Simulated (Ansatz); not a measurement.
TaN: pressure against volume, fitted

```yaml
crystal:
  lattice:
    - [2.93800, 0.00000, 0.00000]
    - [-1.46900, 2.54438, 0.00000]
    - [0.00000, 0.00000, 2.88300]
  atoms:
    - { symbol: Ta, position: [0.33333, 0.66667, 0.50000] }
    - { symbol: N, position: [0.00000, 0.00000, 0.00000] }
```

Atoms are numbered in the order listed.

The cell is COD entry 1538016, as deposited and not checked against the literature; nothing was relaxed.

Spin–orbit coupling is left out, though it moves levels of the heavy atoms by tenths of an eV or more.

Theory: Ansatz 0.2.0, DFT, PBE, all-electron LAPW, scalar-relativistic.

Sampling and basis: a Γ-centred 12×12×10 k mesh, Fermi–Dirac smearing of 0.02 eV, basis error target 0.5 meV/atom, no spin polarisation.

The cell is scaled evenly. Fractional coordinates are held (clamped ions).

```csv
V (Å³/atom),P (GPa)
10.129,29.92
10.135,29.67
10.345,20.67
10.453,16.39
10.560,12.34
10.668,8.49
10.776,4.85
10.884,1.38
10.991,-1.90
11.099,-5.02
11.422,-13.45
```

Task: Fit a third-order Birch–Murnaghan curve to the pressures.

Result: P = (3B0/2)(y^(7/2) − y^(5/2))[1 + (3/4)(B0′ − 4)(y − 1)] with y = (V0/V)^(2/3) fits within 0.01 GPa for V0 = 10.928 Å³/atom, B0 = 334.6 GPa and B0′ = 4.30.

Task: Predict the pressure at the withheld volume, 11.207 Å³/atom.

Result: There y = 0.9834, so the fit gives -7.98 GPa; the run gave -7.98 GPa.
